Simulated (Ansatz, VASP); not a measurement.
KF (Carobbiite): VASP beside Ansatz

```xyz
2
Lattice="0.0000 2.6542 2.6542 2.6542 0.0000 2.6542 2.6542 2.6542 0.0000" Properties=species:S:1:pos:R:3 pbc="T T T"
K     0.0000    0.0000    0.0000
F     2.6542    2.6542    2.6542
```

Alike in both runs: functional PBEsol; k mesh 8 × 8 × 8; occupations gaussian, width 0.02 eV; no spin polarisation.

Ansatz relaxed the structure, and its values are those at the end. VASP's run is a single point on that final structure, the one shown.

|  | VASP | Ansatz |
| --- | --- | --- |
| version | VASP 6.6.1 | Ansatz 0.2.0 |
| potentials or method | VASP PAW PBE potentials, release 64 (K_sv, F) | scalar-relativistic, plane waves, PAW |
| plane-wave cutoff (eV) | 520 | 420 |
| valence electrons in the cell | 16 | 16 |

```csv
,VASP,Ansatz,Ansatz less VASP
gap on the k mesh at the Fermi level (eV),6.13,6.15,+0.017
least direct gap on the mesh (eV),6.13,6.15,+0.017
pressure (GPa),0.0,0.0,-0.06
```

Caveats: the PAW data sets were made with another functional, which shifts forces and pressure a little (VASP). A k mesh can miss the band edges. A hybrid or GW would open this gap; PBEsol tends to underestimate it.
